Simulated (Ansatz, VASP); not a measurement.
## BN in VASP and in Ansatz

```
B N
1.0
     2.20396    0.00000    0.00000
    -1.10198    1.90868    0.00000
     0.00000    0.00000    3.58911
B N
2 2
Direct
  0.00000 0.00000 0.00000
  0.00000 0.00000 0.50000
  0.33333 0.66667 0.25000
  0.66667 0.33333 0.75000
```

Alike in both runs: functional PBE; k mesh 13 × 13 × 8; occupations fermi-dirac, width 0.05 eV; no spin polarisation.

Ansatz relaxed the structure, and its values are those at the end. VASP's run is a single point on that final structure, the one shown.

|  | VASP | Ansatz |
| --- | --- | --- |
| version | VASP 6.6.1 | Ansatz 0.2.0 |
| potentials or method | VASP PAW PBE potentials, release 64 (B, N) | PAW with Ansatz's default frozen-core files, scalar-relativistic |
| plane-wave cutoff (eV) | 520 | 420 |
| valence electrons in the cell | 16 | 16 |

```csv
,VASP,Ansatz,Ansatz less VASP
gap on the k mesh at the Fermi level (eV),3.78,3.79,+0.014
```

Caveats: an odd mesh through Γ misses points on the zone boundary, where band edges often lie. A hybrid or GW would open this gap; PBE tends to underestimate it.
